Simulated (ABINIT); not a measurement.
# Sn (P-1) in ABINIT: reference runs

Aim: a first look at Sn with PBE, on the cell as given.

All numbers are computed with ABINIT 10.8.3 (patched build); they aren't measurements. Logs are shortened: lines on timing, memory, paths and dates and some standing lists are left out, and cuts for length are marked. The log counts tension as positive stress, the text compression.

### 1 The crystal as given

The typed cell holds 1 atom: a = 3.269 Å, b = 3.303 Å, c = 3.287 Å, α = 110.00°, β = 108.91°, γ = 109.87°.

This isn't the form of Sn at room conditions, which is tetragonal (white tin).

### 2 Single point, PBE

run.abi reads:

```
pp_dirpath "./"
pseudos "Sn.GGA_PBE-JTH.xml"

acell 3*1.0 Angstrom
rprim
    -1.8911382700     1.8977927600     1.8732002100
     1.8971113000    -1.9215372200     1.9029177100
     1.8832449900     1.9136439400    -1.8969446700
ntypat 1
znucl 50
natom 1
typat 1
xcart
     0.0000000000     0.0000000000     0.0000000000 Angstrom
chkprim 0
chksymtnons 0
tolsym 1.0e-6

ecut 22.0
pawecutdg 44.0
pawxcdev 0

kptopt 1
ngkpt 10 10 10
nshiftk 1
shiftk 0.0 0.0 0.0

ixc 11

nband 11
occopt 3
tsmear 0.00183747

nstep 100
tolvrs 1.0e-9

iomode 3
prtwf 0
prteig 0
prtebands 0
enunit 2
prtden 1
prtvha 1
prtvclmb 1
prtpot 1
```

Potentials or basis: JTH PAW PBE v2.0.

Launch:

```console
$ abinit run.abi > log 2>&1
```

run.abo:

```text
.Version 10.8.3 of ABINIT
 Symmetries : space group P-1 (#  2); Bravais aP (primitive triclinic)
================================================================================
 Values of the parameters that define the memory need of the present run
     intxc =       0    ionmov =       0      iscf =      17    lmnmax =      18
     lnmax =       6     mgfft =      30  mpssoang =       3    mqgrid =    3001
     natom =       1  nloc_mem =       2    nspden =       1   nspinor =       1
    nsppol =       1      nsym =       2    n1xccc =       1    ntypat =       1
    occopt =       3   xclevel =       2
       mpw =         933          nfft =       27000          nkpt =         504
 PAW method is used; the additional fine FFT grid is defined by:
   mgfftf=        40    nfftf =     64000
================================================================================
================================================================================

--------------------------------------------------------------------------------
------------- Echo of variables that govern the present computation ------------
--------------------------------------------------------------------------------
 -outvars: echo values of preprocessed input variables --------
            acell      1.8897261259E+00  1.8897261259E+00  1.8897261259E+00 Bohr
              amu      1.18710000E+02
          chkprim           0
      chksymtnons           0
             ecut      2.20000000E+01 Hartree
           enunit           2
                       outvar_i_n : Printing only first  50 k-points.
              ixc          11
                       outvar_i_n : Printing only first  50 k-points.
         kptrlatt       10    0    0      0   10    0      0    0   10
          kptrlen      6.17340782E+01
            natom           1
            nband          11
            ngfft          30      30      30
          ngfftdg          40      40      40
             nkpt         504
            nstep         100
             nsym           2
           ntypat           1
                       prtocc : prtvol=0, do not print more k-points.
           occopt           3
        pawecutdg      4.40000000E+01 Hartree
         pawxcdev           0
        prtebands           0
           prteig           0
           prtpot           1
         prtvclmb           1
           prtvha           1
            prtwf           0
            rprim     -1.8911382700E+00  1.8977927600E+00  1.8732002100E+00
                       1.8971113000E+00 -1.9215372200E+00  1.9029177100E+00
                       1.8832449900E+00  1.9136439400E+00 -1.8969446700E+00
          spgroup           2
           tolsym      1.00000000E-06
           tolvrs      1.00000000E-09
           tsmear      1.83747000E-03 Hartree
            typat      1
           useylm           1
                       outvars : Printing only first  50 k-points.
            znucl       50.00000

================================================================================
[... 114 lines left out ...]
 reduced coordinates (array xred) for    1 atoms
       0.000000000000      0.000000000000      0.000000000000
 rms dE/dt=  0.0000E+00; max dE/dt=  0.0000E+00; dE/dt below (all hartree)
    1       0.000000000000      0.000000000000      0.000000000000

 cartesian coordinates (angstrom) at end:
    1      0.00000000000000     0.00000000000000     0.00000000000000

 cartesian forces (hartree/bohr) at end:
    1     -0.00000000000000    -0.00000000000000    -0.00000000000000
 frms,max,avg= 0.0000000E+00 0.0000000E+00   0.000E+00  0.000E+00  0.000E+00 h/b

 cartesian forces (eV/Angstrom) at end:
    1     -0.00000000000000    -0.00000000000000    -0.00000000000000
 frms,max,avg= 0.0000000E+00 0.0000000E+00   0.000E+00  0.000E+00  0.000E+00 e/A
 length scales=  1.889726125908  1.889726125908  1.889726125908 bohr
              =  1.000000000000  1.000000000000  1.000000000000 angstroms
 Fermi (or HOMO) energy (hartree) =   0.23870   Average Vxc (hartree)=  -0.37771
 Eigenvalues (hartree) for nkpt= 504  k points:
 kpt#   1, nband= 11, wtk=  0.00100, kpt=  0.0000  0.0000  0.0000 (reduced coord)
  -0.55294   -0.55275   -0.55243   -0.54777   -0.54760   -0.16741    0.52680    0.53303
   0.53611    0.68494    0.69266
      occupation numbers for kpt#   1
   2.00000    2.00000    2.00000    2.00000    2.00000    2.00000    0.00000    0.00000
   0.00000    0.00000    0.00000
 prteigrs : prtvol=0 or 1, do not print more k-points.

 Fermi (or HOMO) energy (eV) =   6.49537   Average Vxc (eV)= -10.27792
 Eigenvalues (   eV  ) for nkpt= 504  k points:
 kpt#   1, nband= 11, wtk=  0.00100, kpt=  0.0000  0.0000  0.0000 (reduced coord)
 -15.04621  -15.04112  -15.03238  -14.90550  -14.90090   -4.55551   14.33485   14.50458
  14.58823   18.63807   18.84825
 prteigrs : prtvol=0 or 1, do not print more k-points.

--- !EnergyTerms
iteration_state     : {dtset: 1, }
comment             : Components of total free energy in Hartree
kinetic             :  1.16997800155098E+01
hartree             :  2.38893186388093E+01
xc                  : -6.86790577249593E+00
Ewald energy        : -4.98057355230502E+01
psp_core            :  1.96158688031942E+00
local_psp           : -6.62537600005014E+01
PAW spherical_terms :  1.56659748034286E+01
internal            : -6.97107409579803E+01
'-kT*entropy'       : -2.65924734320236E-04
total_energy        : -6.97110068827146E+01
total_energy_eV     : -1.89693313388179E+03
...

--- !EnergyTermsDC
iteration_state     : {dtset: 1, }
comment             : '"Double-counting" decomposition of free energy'
band_energy         : -5.20432464002183E+00
Ewald energy        : -4.98057355230502E+01
psp_core            :  1.96158688031942E+00
xc_dc               : -2.62026811921568E+01
PAW spherical_terms :  9.54041636448886E+00
internal            : -6.97107381104206E+01
'-kT*entropy'       : -2.65924734320236E-04
total_energy_dc     : -6.97110040351549E+01
total_energy_dc_eV  : -1.89693305639574E+03
...

--- !EnergyTermsWithPAWCore
iteration_state     : {dtset: 1, }
comment             : 'Components of total free energy, including PAW core contributions'
Total energy        : -6.17733577390932E+03
Total energy DC     : -6.17733577106176E+03
Total energy (eV)   : -1.68093869714962E+05
Total energy DC (eV): -1.68093869637476E+05
...

 Cartesian components of stress tensor (hartree/bohr^3)
  sigma(1 1)= -1.73757138E-05  sigma(3 2)=  3.43086392E-06
  sigma(2 2)= -3.44752713E-05  sigma(3 1)= -2.18057592E-06
  sigma(3 3)= -1.53330304E-05  sigma(2 1)=  3.00842284E-06

-Cartesian components of stress tensor (GPa)         [Pressure=  6.5887E-01 GPa]
- sigma(1 1)= -5.11211149E-01  sigma(3 2)=  1.00939502E-01
- sigma(2 2)= -1.01429750E+00  sigma(3 1)= -6.41547586E-02
- sigma(3 3)= -4.51113330E-01  sigma(2 1)=  8.85108557E-02

== END DATASET(S) ==============================================================
================================================================================

 -outvars: echo values of variables after computation  --------
            acell      1.8897261259E+00  1.8897261259E+00  1.8897261259E+00 Bohr
           etotal     -6.9711004035E+01
            fcart     -0.0000000000E+00 -0.0000000000E+00 -0.0000000000E+00
            rprim     -1.8911382700E+00  1.8977927600E+00  1.8732002100E+00
                       1.8971113000E+00 -1.9215372200E+00  1.9029177100E+00
                       1.8832449900E+00  1.9136439400E+00 -1.8969446700E+00
           strten     -1.7375713788E-05 -3.4475271325E-05 -1.5333030446E-05
                       3.4308639241E-06 -2.1805759250E-06  3.0084228366E-06
 Calculation completed.
```

Run time: 2.1 min. Hardware: 1 thread of Arm Neoverse V1, shared host; peak memory 0.29 GiB.

Results:

```
Free energy                                           : -1896.9331 eV
Pressure                                              : 0.7 GPa
Band gap on the k mesh                                : none (metal or under the smearing width)
Valence electrons inside the program's atomic spheres : Sn 11.85 (radii [1.3287] Å)
```

Stress tensor (GPa, compression positive):
```
 0.51 -0.09  0.06
-0.09  1.01 -0.10
 0.06 -0.10  0.45
```
